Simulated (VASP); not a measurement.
# Rh (Im-3m) in VASP: notebook

The runs below take Rh through relaxation of cell and atoms, with r2SCAN, r2SCAN+rVV10.

Everything below comes from runs of VASP 6.6.1. Logs are shortened: lines on timing, memory, paths and dates and some standing lists are left out, and cuts for length are marked.

## Step 1: Starting point

Symmetry: Im-3m, No. 229, cubic system. Conventional cell: a = 3.022 Å, b = 3.022 Å, c = 3.022 Å, α = 90.00°, β = 90.00°, γ = 90.00°. Around Rh (site symmetry m-3m) lie 8 Rh at 2.62 Å.

This isn't the form of Rh at room conditions, which is fcc.

## Step 2: Relaxation of cell and atoms, r2SCAN

INCAR

```
ALGO = Normal
EDIFF = 1E-7
EDIFFG = -0.005
ENCUT = 600
IBRION = 2
ISIF = 3
ISMEAR = 0
LASPH = T
LCHARG = F
LMIXTAU = T
LREAL = F
LWAVE = F
METAGGA = R2SCAN
NELM = 80
NSW = 90
PREC = Accurate
SIGMA = 0.1
```

KPOINTS

```
k-points
0
Gamma
  20 20 20
```

POSCAR

```
Rh
1.0
   -1.5110298100      1.5110298100      1.5110298100
    1.5110298100     -1.5110298100      1.5110298100
    1.5110298100      1.5110298100     -1.5110298100
Rh
1
Direct
    0.0000000000      0.0000000000      0.0000000000
```

Potentials or basis: VASP PAW PBE potentials, release 64 (Rh_pv).

Started as:

```bash
$ cat potpaw_PBE.64/Rh_pv/POTCAR > POTCAR
$ mpirun -np 1 vasp_std > vasp.out
```

OUTCAR:

```text
EDIFF = 1E-7
   EDIFFG = -0.005
   ENCUT = 600
   IBRION = 2
   ISIF = 3
   ISMEAR = 0
   LASPH = T
   LREAL = F
   METAGGA = R2SCAN
   NELM = 80
   NSW = 90
   PREC = Accurate

 ion  position               nearest neighbor table
   1  0.000  0.000  0.000-

  LATTYP: Found a body centered cubic cell.
 ALAT       =     3.0220596200

  Lattice vectors:

 A1 = (  -1.5110298100,   1.5110298100,   1.5110298100)
 A2 = (   1.5110298100,  -1.5110298100,   1.5110298100)
 A3 = (   1.5110298100,   1.5110298100,  -1.5110298100)

Analysis of symmetry for initial positions (statically):
=====================================================================
 Subroutine PRICEL returns:
 Original cell was already a primitive cell.

 Routine SETGRP: Setting up the symmetry group for a
 body centered cubic supercell.

 Subroutine GETGRP returns: Found 48 space group operations
 (whereof 48 operations were pure point group operations)
 out of a pool of 48 trial point group operations.

The static configuration has the point symmetry O_h .

Analysis of symmetry for dynamics (positions and initial velocities):
=====================================================================
 Subroutine PRICEL returns:
 Original cell was already a primitive cell.

 Routine SETGRP: Setting up the symmetry group for a
 body centered cubic supercell.

 Subroutine GETGRP returns: Found 48 space group operations
 (whereof 48 operations were pure point group operations)
 out of a pool of 48 trial point group operations.

The dynamic configuration has the point symmetry O_h .

 Subroutine INISYM returns: Found 48 space group operations
 (whereof 48 operations are pure point group operations),
 and found     1 'primitive' translations

----------------------------------------------------------------------------------------

                                     Primitive cell

  volume of cell :      13.8000

  direct lattice vectors                    reciprocal lattice vectors
    -1.511029810  1.511029810  1.511029810     0.000000000  0.330900156  0.330900156
     1.511029810 -1.511029810  1.511029810     0.330900156  0.000000000  0.330900156
     1.511029810  1.511029810 -1.511029810     0.330900156  0.330900156  0.000000000

  length of vectors
     2.617180403  2.617180403  2.617180403     0.467963489  0.467963489  0.467963489

  position of ions in fractional coordinates (direct lattice)
     0.000000000  0.000000000  0.000000000

  ion indices of the primitive-cell ions
   primitive index   ion index
                 1           1

----------------------------------------------------------------------------------------

 KPOINTS: k-points

Automatic generation of k-mesh.
 Grid dimensions read from file:
 generate k-points for:   20   20   20

 Generating k-lattice:

  Cartesian coordinates                     Fractional coordinates (reciprocal lattice)
     0.000000000  0.016545008  0.016545008     0.050000000  0.000000000  0.000000000
     0.016545008  0.000000000  0.016545008     0.000000000  0.050000000  0.000000000
     0.016545008  0.016545008  0.000000000     0.000000000  0.000000000  0.050000000

  Length of vectors
     0.023398174  0.023398174  0.023398174

  Shift w.r.t. Gamma in fractional coordinates (k-lattice)
     0.000000000  0.000000000  0.000000000

 Subroutine IBZKPT returns following result:
 ===========================================

 Found    256 irreducible k-points:

 Following reciprocal coordinates:
            Coordinates               Weight
  0.000000  0.000000  0.000000      1.000000
  0.050000  0.000000  0.000000     12.000000
  0.100000  0.000000  0.000000     12.000000
  0.150000  0.000000  0.000000     12.000000
  0.200000  0.000000  0.000000     12.000000
  0.250000  0.000000  0.000000     12.000000
[... 16 lines left out ...]
  0.200000  0.100000  0.000000     48.000000
  0.250000  0.100000  0.000000     48.000000
 [... further k-points ...]
   k-points           NKPTS =    256   k-points in BZ     NKDIM =    256   number of bands    NBANDS=     11
   number of dos      NEDOS =    301   number of ions     NIONS =      1
   total plane-waves  NPLWV =  13824
   dimension x,y,z NGX =    24 NGY =   24 NGZ =   24
   dimension x,y,z NGXF=    48 NGYF=   48 NGZF=   48
   ions per type =               1
   NGX,Y,Z   is equivalent  to a cutoff of  15.25, 15.25, 15.25 a.u.
   NGXF,Y,Z  is equivalent  to a cutoff of  30.49, 30.49, 30.49 a.u.
 SYSTEM =  unknown system
   PREC   = accura    normal or accurate (medium, high low for compatibility)
   ISTART =      0    job   : 0-new  1-cont  2-samecut
   ICHARG =      2    charge: 1-file 2-atom 10-const
   ISPIN  =      1    spin polarized calculation?
   LNONCOLLINEAR =      F non collinear calculations
   LSORBIT =      F    spin-orbit coupling
   LASPH  =      T    aspherical Exc in radial PAW
   ENCUT  =  600.0 eV  44.10 Ry    6.64 a.u.   5.23  5.23  5.23*2*pi/ulx,y,z
   NELM   =     80;   NELMIN=  2; NELMDL= -5     # of ELM steps
   EDIFF  = 0.1E-06   stopping-criterion for ELM
   LREAL  =      F    real-space projection
   EDIFFG = -.5E-02   stopping-criterion for IOM
   NSW    =     90    number of steps for IOM
   IBRION =      2    ionic relax: 0-MD 1-quasi-New 2-CG
   NFREE  =      1    steps in history (QN), initial steepest desc. (CG)
   ISIF   =      3    stress and relaxation
   ISYM   =      2    0-nonsym 1-usesym 2-fastsym
   POTIM  = 0.5000    time-step for ionic-motion
   TEBEG  =    0.0;   TEEND  =   0.0 temperature during run
   PSTRESS=    0.0 pullay stress
   NELECT =      15.0000    total number of electrons
   NUPDOWN=      -1.0000    fix difference up-down
   EMIN   =  10.00;   EMAX   =-10.00  energy-range for DOS
   EFERMI =   0.00;   METHOD = LEGACY
   ISMEAR =     0;   SIGMA  =   0.10  broadening in eV -4-tet -1-fermi 0-gaus
   EFERMI_NEDOS =   21; number of points for ismear=-14 and -15
   IALGO  =     38    algorithm
   IMIX   =      4    mixing-type and parameters
     AMIX     =   0.40;   BMIX     =  1.00
     AMIX_MAG =   1.60;   BMIX_MAG =  1.00
  volume/ion in A,a.u.               =      13.80        93.13
  Fermi-wavevector in a.u.,A,eV,Ry     =   1.683238  3.180859 38.549258  2.833291
  Thomas-Fermi vector in A             =   2.766475
   LORBIT       =      0    0 simple, 1 ext, 2 COOP (PROOUT), +10 PAW based schemes
   METAGGA = R2SCAN    functional components
   LHFCALC =     F    Hartree Fock is set to
   AEXX    =    0.0000 exact exchange contribution
   IVDW    =     0    specifies the selected vdW correction
   LEPSILON=     F    determine dielectric tensor
   LRPA    =     F    only Hartree local field effects (RPA)
 conjugate gradient relaxation of ions
 non-spin polarized calculation
 Gauss-broadening in eV      SIGMA  =   0.10
  energy-cutoff  :      600.00
  volume of cell :       13.80
 maximum number of plane-waves:       474
 NGX is ok and might be reduce to    24

--------------------------------------- Ionic step        1  -------------------------------------------

 number of electron      14.9999998 magnetization

 Free energy of the ion-electron system (eV)
  ---------------------------------------------------
  ext. energy  EPLUGINS =         0.00000000
  ---------------------------------------------------
  free energy    TOTEN  =       -23.76663030 eV

  energy without entropy =      -23.75541728  energy(sigma->0) =      -23.76102379

------------------------ aborting loop because EDIFF is reached ----------------------------------------

  FORCE on cell =-STRESS in cart. coord.  units (eV):
  Direction    XX          YY          ZZ          XY          YZ          ZX
  --------------------------------------------------------------------------------------
  -------------------------------------------------------------------------------------
  Total        0.6053980      0.6053980      0.6053980     -0.0000000      0.0000000      0.0000000
  in kB       70.2865888     70.2865888     70.2865888     -0.0000000      0.0000000      0.0000000
  external PRESSURE =      70.2865888 kB  Pullay stress =       0.0000000 kB
[... 20 lines left out ...]
  energy  without entropy=      -23.7554172846  energy(sigma->0) =      -23.76102379

--------------------------------------- Ionic step        2  -------------------------------------------

 number of electron      15.0000004 magnetization

 E-fermi :   9.9773     XC(G=0): -14.4976

 val. band max:        9.9724078476   @ k =   0.3500   0.0500   0.0000
 cond. band min:       9.9785742543   @ k =   0.3000   0.2500   0.0500
 fundamental gap:      0.0061664067
 Fermi energy:         9.9772766587

 k-point     1 :       0.0000    0.0000    0.0000
  band No.  band energies     occupation
      1     -37.3018      2.00000
      2     -37.3018      2.00000
      3     -37.3018      2.00000
      4       2.6864      2.00000
      5       7.3424      2.00000
      6       7.3424      2.00000
      7       7.3424      2.00000
      8       9.5643      2.00000
      9       9.5643      2.00000
     10      28.0343      0.00000
     11      29.2524      0.00000
[... 389 lines left out ...]
  energy  without entropy=      -23.7626112397  energy(sigma->0) =      -23.76841596

--------------------------------------- Ionic step        4  -------------------------------------------

 number of electron      14.9999997 magnetization

 Free energy of the ion-electron system (eV)
  ---------------------------------------------------
  ext. energy  EPLUGINS =         0.00000000
  ---------------------------------------------------
  free energy    TOTEN  =       -23.77422469 eV

  energy without entropy =      -23.76262379  energy(sigma->0) =      -23.76842424

 E-fermi :  11.0045     XC(G=0): -14.9447

 val. band max:       10.9976318611   @ k =   0.3500   0.2500   0.0500
 cond. band min:      11.0110333491   @ k =   0.3000   0.2500   0.0500
 fundamental gap:      0.0134014880
 Fermi energy:        11.0045322946

 k-point     1 :       0.0000    0.0000    0.0000
  band No.  band energies     occupation
      1     -36.3560      2.00000
      2     -36.3560      2.00000
      3     -36.3560      2.00000
      4       3.2809      2.00000
      5       8.1096      2.00000
      6       8.1096      2.00000
      7       8.1096      2.00000
      8      10.5399      2.00000
      9      10.5399      2.00000
     10      28.9952      0.00000
     11      30.3955      0.00000
[... 350 lines left out ...]
  FREE ENERGIE OF THE ION-ELECTRON SYSTEM (eV)
  ---------------------------------------------------
  free  energy   TOTEN  =       -23.7742246892 eV

  energy  without entropy=      -23.7626237862  energy(sigma->0) =      -23.76842424

 reached required accuracy - stopping structural energy minimisation
```

Run time: 3.1 min. Hardware: 1 thread of Intel Xeon 6975P-C (Granite Rapids), shared host; peak memory 0.19 GiB.

What came out:

```
Free energy                            : -23.7742 eV
Relaxed volume                         : 14.16 Å³/atom
Relaxed cell                           : a = 2.640 Å, b = 2.640 Å, c = 2.640 Å, α = 109.47°, β = 109.47°, γ = 109.47°
Space group after relaxing (to 0.05 Å) : Im-3m (No. 229)
Energy gained by relaxing              : 7.6 meV/atom
Ionic steps                            : 4
Pressure after relaxing                : 0.0 GPa
Band gap on the k mesh                 : none (metal or under the smearing width)
```

The path:
```csv
step,energy change (eV),largest force (eV/Å),pressure (GPa),volume (Å³)
1,0.0000,0.0000,7.03,13.80
2,0.0319,0.0000,-13.36,15.04
3,-0.0076,0.0000,-0.14,14.16
4,-0.0076,0.0000,0.02,14.16
```

Final structure:
```cif
data_structure
_symmetry_space_group_name_H-M 'P 1'
_symmetry_Int_Tables_number 1
_cell_length_a 2.6396
_cell_length_b 2.6396
_cell_length_c 2.6396
_cell_angle_alpha 109.471
_cell_angle_beta 109.471
_cell_angle_gamma 109.471
_cell_volume 14.16
loop_
_atom_site_label
_atom_site_type_symbol
_atom_site_fract_x
_atom_site_fract_y
_atom_site_fract_z
_atom_site_occupancy
Rh1 Rh 0.00000 0.00000 0.00000 1
```

Caveat: the PAW data sets were made with another functional, which shifts forces and pressure a little.

## Step 3: Relaxation of cell and atoms, r2SCAN+rVV10

Edit INCAR of step 2 so:

```diff
@@ -1,2 +1,4 @@
 ALGO = Normal
+BPARAM = 11.95
+CPARAM = 0.0093
 EDIFF = 1E-7
@@ -7,2 +9,3 @@
 ISMEAR = 0
+IVDW_NL = 2
 LASPH = T
@@ -11,2 +14,3 @@
 LREAL = F
+LUSE_VDW = T
 LWAVE = F
```

KPOINTS is that of step 2.

POSCAR is that of step 2.

Potentials or basis: VASP PAW PBE potentials, release 64 (Rh_pv).

Started as:

```bash
$ cat potpaw_PBE.64/Rh_pv/POTCAR > POTCAR
$ mpirun -np 1 vasp_std > vasp.out
```

It took 3.2 min on 1 thread of Intel Xeon 6975P-C (Granite Rapids), shared host; peak memory 0.26 GiB.

The run converged. Its results:

| Property | Result |
| --- | --- |
| Free energy | -23.4695 eV |
| Relaxed volume | 14.03 Å³/atom |
| Relaxed cell | a = 2.632 Å, b = 2.632 Å, c = 2.632 Å, α = 109.47°, β = 109.47°, γ = 109.47° |
| Space group after relaxing (to 0.05 Å) | Im-3m (No. 229) |
| Energy gained by relaxing | 3.2 meV/atom |
| Ionic steps | 3 |
| Pressure after relaxing | 0.0 GPa |
| Band gap on the k mesh | none (metal or under the smearing width) |

Step by step:
| step | energy change (eV) | largest force (eV/Å) | pressure (GPa) | volume (Å³) |
| --- | --- | --- | --- | --- |
| 1 | 0.0000 | 0.0000 | 4.61 | 13.80 |
| 2 | 0.0151 | 0.0000 | -9.74 | 14.61 |
| 3 | -0.0032 | 0.0000 | -0.04 | 14.03 |

Final structure:
```
CELL_PARAMETERS angstrom
-1.51949 1.51949 1.51949
1.51949 -1.51949 1.51949
1.51949 1.51949 -1.51949
ATOMIC_POSITIONS crystal
Rh 0.00000 0.00000 0.00000
```

Levels at points of the mesh, in eV from the Fermi level:
```
           k point  band 4  band 5  band 6  band 7  band 8  band 9  band 10  band 11
(0.00, 0.00, 0.00)   -7.82   -2.94   -2.94   -2.94   -0.47   -0.47    17.96    19.38
(0.50, 0.00, 0.00)   -5.96   -4.50   -0.51   -0.11    1.53    1.71     9.83    15.34
(0.50, 0.50, 0.50)   -6.01   -6.01    1.19    1.19    1.19   10.03    10.03    10.03
```

Caveat: the PAW data sets were made with another functional, which shifts forces and pressure a little.

## Step 4: Relaxation of cell and atoms, r2SCAN

INCAR

```
PREC     = Accurate       # precision mode
ENCUT    = 600            # plane-wave cutoff, eV
EDIFF    = 1E-7           # SCF threshold, eV
ISMEAR   = 0              # smearing method
SIGMA    = 0.1            # smearing width, eV
LREAL    = False          # projectors in reciprocal space
LASPH    = True           # aspherical terms in the spheres
NELM     = 100            # most SCF steps
ALGO     = Normal         # electronic algorithm
ISIF     = 3              # what is computed and relaxed
LWAVE    = False          # write WAVECAR
LCHARG   = False          # write CHGCAR
METAGGA  = R2SCAN         # meta-GGA
LMIXTAU  = True         
IBRION   = 2              # ionic algorithm
NSW      = 90             # ionic steps
EDIFFG   = -0.005         # ionic threshold
```

KPOINTS

```
regular mesh
0
Gamma
  20 20 20
```

POSCAR is that of step 3.

Started as:

```bash
$ cat potpaw_PBE.64/Rh_pv/POTCAR > POTCAR
$ mpirun -np 1 vasp_std > vasp.out
```

Run time: 8.3 min. Hardware: 1 thread of AMD EPYC 9R45 (Zen 5), shared host; peak memory 0.16 GiB.

The run converged. Its results:

```
Free energy                            : -23.7742 eV
Relaxed volume                         : 14.16 Å³/atom
Relaxed cell                           : a = 2.640 Å, b = 2.640 Å, c = 2.640 Å, α = 109.47°, β = 109.47°, γ = 109.47°
Space group after relaxing (to 0.05 Å) : Im-3m (No. 229)
Energy gained by relaxing              : 7.6 meV/atom
Ionic steps                            : 4
Pressure after relaxing                : 0.0 GPa
Band gap on the k mesh                 : none (metal or under the smearing width)
```

The path:
```tsv
step	energy change (eV)	largest force (eV/Å)	pressure (GPa)	volume (Å³)
1	0.0000	0.0000	7.03	13.80
2	0.0319	0.0000	-13.36	15.04
3	-0.0076	0.0000	-0.14	14.16
4	-0.0076	0.0000	0.02	14.16
```

Final structure:
```
Rh
1.0
    -1.52396    1.52396    1.52396
     1.52396   -1.52396    1.52396
     1.52396    1.52396   -1.52396
Rh
1
Direct
  0.00000 0.00000 0.00000
```

Levels at points of the mesh, in eV from the Fermi level:
| k point | band 4 | band 5 | band 6 | band 7 | band 8 | band 9 | band 10 | band 11 |
| --- | --- | --- | --- | --- | --- | --- | --- | --- |
| (0.00, 0.00, 0.00) | -7.72 | -2.89 | -2.89 | -2.89 | -0.46 | -0.46 | 17.99 | 19.39 |
| (0.50, 0.00, 0.00) | -5.87 | -4.44 | -0.50 | -0.11 | 1.56 | 1.68 | 9.74 | 15.35 |
| (0.50, 0.50, 0.50) | -5.92 | -5.92 | 1.17 | 1.17 | 1.17 | 10.01 | 10.01 | 10.01 |

Caveat: the PAW data sets were made with another functional, which shifts forces and pressure a little.

## Step 5: Relaxation of cell and atoms, r2SCAN+rVV10

Edit INCAR of step 4 so:

```diff
@@ -14,2 +14,6 @@
 LMIXTAU  = True         
+LUSE_VDW = True         
+IVDW_NL  = 2            
+BPARAM   = 11.95        
+CPARAM   = 0.0093       
 IBRION   = 2              # ionic algorithm
```

KPOINTS is that of step 4.

POSCAR is that of step 4.

Started as:

```bash
$ cat potpaw_PBE.64/Rh_pv/POTCAR > POTCAR
$ mpirun -np 1 vasp_std > vasp.out
```

Run time: 7.3 min. Hardware: 1 thread of AMD EPYC 9R45 (Zen 5), shared host; peak memory 0.23 GiB.

It converged, with:

```
Free energy                            : -23.4695 eV
Relaxed volume                         : 14.03 Å³/atom
Relaxed cell                           : a = 2.632 Å, b = 2.632 Å, c = 2.632 Å, α = 109.47°, β = 109.47°, γ = 109.47°
Space group after relaxing (to 0.05 Å) : Im-3m (No. 229)
Energy gained by relaxing              : 3.2 meV/atom
Ionic steps                            : 3
Pressure after relaxing                : 0.0 GPa
Band gap on the k mesh                 : none (metal or under the smearing width)
```

Step by step:
| step | energy change (eV) | largest force (eV/Å) | pressure (GPa) | volume (Å³) |
| --- | --- | --- | --- | --- |
| 1 | 0.0000 | 0.0000 | 4.61 | 13.80 |
| 2 | 0.0151 | 0.0000 | -9.74 | 14.61 |
| 3 | -0.0032 | 0.0000 | -0.04 | 14.03 |

Final structure:
```
CELL_PARAMETERS angstrom
-1.51949 1.51949 1.51949
1.51949 -1.51949 1.51949
1.51949 1.51949 -1.51949
ATOMIC_POSITIONS crystal
Rh 0.00000 0.00000 0.00000
```

Levels at points of the mesh, in eV from the Fermi level:
```
           k point  band 5  band 6  band 7  band 8  band 9  band 10
(0.00, 0.00, 0.00)   -2.94   -2.94   -2.94   -0.47   -0.47    17.96
(0.50, 0.00, 0.00)   -4.50   -0.51   -0.11    1.53    1.71     9.83
(0.50, 0.50, 0.50)   -6.01    1.19    1.19    1.19   10.03    10.03
```

Caveat: the PAW data sets were made with another functional, which shifts forces and pressure a little.
